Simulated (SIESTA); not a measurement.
The system is GaN.

```
Ga N
1.0
     3.18000    0.00000    0.00000
    -1.59000    2.75396    0.00000
     0.00000    0.00000    5.16600
Ga N
2 2
Direct
  0.66667 0.33333 0.50000
  0.33333 0.66667 0.00000
  0.66667 0.33333 0.87500
  0.33333 0.66667 0.37500
```

Base run:

```yaml
Program: SIESTA 5.4.2
Functional: PBE
Potentials_or_basis: Ansatz (PBE files)
Basis: DZP (energy shift 0.003 Ry; two zetas on semicore shells)
Grid_cutoff: 800 Ry
Energy_shift: 0.003 Ry
k_mesh: 10 × 10 × 5
Occupations: fermi-dirac, width 0.05 eV
Spin: no spin polarisation
```

Its results: band gap on the k mesh 2.05 eV, direct; pressure 11.0 GPa.

**Question.** The run is repeated on the same cell with these changes: potentials or basis from Ansatz (PBE files) to PseudoDojo 0.5 standard (PBE files). What comes out?

**Answer.** Band gap on the k mesh 2.06 eV, direct; pressure 10.0 GPa.

Caveats: the basis of atomic orbitals isn't converged, which shifts pressures, moduli and gaps.
